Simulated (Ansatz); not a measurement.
Crystal: MoP.

```
Mo P
1.0
     3.22300    0.00000    0.00000
    -1.61150    2.79120    0.00000
     0.00000    0.00000    3.19100
Mo P
1 1
Cartesian
  0.0000 0.0000 0.0000
  0.0000 1.8608 1.5955
```

* Program: Ansatz 0.2.0
* Task: relaxation of cell and atoms
* Functional: BLYP
* Potentials or basis: Ansatz PAW
* Cutoff: 420 eV (not typed: the program's choice for these potentials)
* k mesh: 10 × 10 × 8
* Occupations: fermi-dirac, width 0.05 eV
* Spin: no spin polarisation

At the start: volume 14.35 Å³/atom.

Task: How do energy, volume and symmetry change on relaxing?

Result: It ends after 6 steps and the volume is 15.30 Å³/atom (+6.6 %); space group P-6m2 (No. 187, to 0.05 Å).

Step by step:
| step | energy change (eV) | largest force (eV/Å) | volume (Å³) |
| --- | --- | --- | --- |
| 1 | 0.0000 | 0.0000 | 28.71 |
| 2 | -0.0560 | 0.0000 | 31.16 |
| 3 | -0.0751 | 0.0000 | 30.70 |
| 4 | -0.0753 | 0.0000 | 30.60 |
| 5 | -0.0753 | 0.0000 | 30.60 |
| 6 | -0.0759 | 0.0000 | 30.60 |

Final structure:
```yaml
crystal:
  lattice:
    - [3.30973, 0.00000, 0.00000]
    - [-1.65486, 2.86631, 0.00000]
    - [0.00000, 0.00000, 3.22513]
  atoms:
    - { symbol: Mo, position: [0.00000, 0.00000, 0.00000] }
    - { symbol: P, position: [0.33333, 0.66667, 0.50000] }
```

Caveat: the plane-wave basis is chosen anew once the cell has moved, so the energies of steps on either side of that aren't comparable; the PAW data sets come from PBE, with cores solved anew for the run's functional, which leaves a small shift of forces and pressure.
